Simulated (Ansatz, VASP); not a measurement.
# MgO2: VASP beside Ansatz

```xyz
6
Lattice="-1.9962 1.9962 2.3619 1.9962 -1.9962 2.3619 1.9962 1.9962 -2.3619" Properties=species:S:1:pos:R:3 pbc="T T T"
Mg    0.0000    0.0000    1.1810
Mg    0.0000    0.0000    3.5429
O     0.4934    2.4896    0.0000
O     1.5029   -0.4934    2.3619
O     1.5029    0.4934    0.0000
O     0.4934    1.5029    2.3619
```

Alike in both runs: functional PBEsol; k mesh 8 × 8 × 8; no spin polarisation.

Ansatz relaxed the structure, and its values are those at the end. VASP's run is a single point on that final structure, the one shown.

```csv
,VASP,Ansatz
version,VASP 6.6.1,Ansatz 0.2.0
potentials or method,"VASP PAW PBE potentials, release 64 (Mg, O)","scalar-relativistic, plane waves, PAW"
plane-wave cutoff (eV),520,600
occupations,"gaussian, width 0.01 eV",fixed
valence electrons in the cell,28,44
```

|  | VASP | Ansatz | Ansatz less VASP |
| --- | --- | --- | --- |
| gap on the k mesh at the Fermi level (eV) | 3.80 | 3.85 | +0.051 |
| least direct gap on the mesh (eV) | 4.81 | 4.86 | +0.046 |
| rms of the force components (eV/Å) | 0.130 | 0.000 | -0.1299 |

The two sets of potentials don't hold the same shells in valence.

Caveats: the PAW data sets were made with another functional, which shifts forces and pressure a little (VASP). A k mesh can miss the band edges.
